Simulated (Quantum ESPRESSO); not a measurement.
FeO (Wuestite) under changes of volume

One of the cells (10.067 Å³/atom); the others are scaled copies at fixed shape and fractional positions:

```xyz
2
Lattice="1.5188 0.8769 2.5196 -1.5188 0.8769 2.5196 0.0000 -1.7538 2.5196" Properties=species:S:1:pos:R:3 pbc="T T T"
Fe    0.0000    0.0000    0.0000
O     0.0000    0.0000    3.7794
```

| Quantity | Value |
| --- | --- |
| Program | Quantum ESPRESSO 7.5 |
| Functional | LDA |
| Potentials or basis | GBRV 1.5 LDA |
| Cutoff | 762 eV |
| Density cutoff | 6095 eV |
| k mesh | 11 × 11 × 11 |
| Occupations | fermi-dirac, width 0.05 eV |
| Spin | collinear spin, ferromagnetic start |
| Starting moments | [3.0, 0.0] μB |

```csv
volume (Å³/atom),energy over the lowest point (meV/atom),pressure (GPa)
9.463,0.00,-5.2
9.664,8.90,-9.4
9.866,22.82,-13.0
10.067,41.15,-16.3
10.268,63.36,-19.2
10.470,89.05,-21.8
10.671,?,?
```

Task: What does the run at 10.671 Å³/atom give?

Result: Energy over the lowest point 117.77 meV/atom; pressure -24.1 GPa.

Worked out: A Birch-Murnaghan fit of order 3 (a polynomial in V^(-2/3)) to the other rows has its minimum at 9.26 Å³/atom, just outside them, with B0 = V·E''(V) = 238 GPa and B' = 4.9 at fixed shape and positions, which overstates the stiffness. It gives 117.63 meV/atom at 10.671 Å³/atom, against the run's 117.77, and -dE/dV = -23.9 GPa, against -24.1.

Energies are extrapolated to zero smearing.

Caveats: a cell with one magnetic atom can't hold antiferromagnetic order, which such compounds often take.
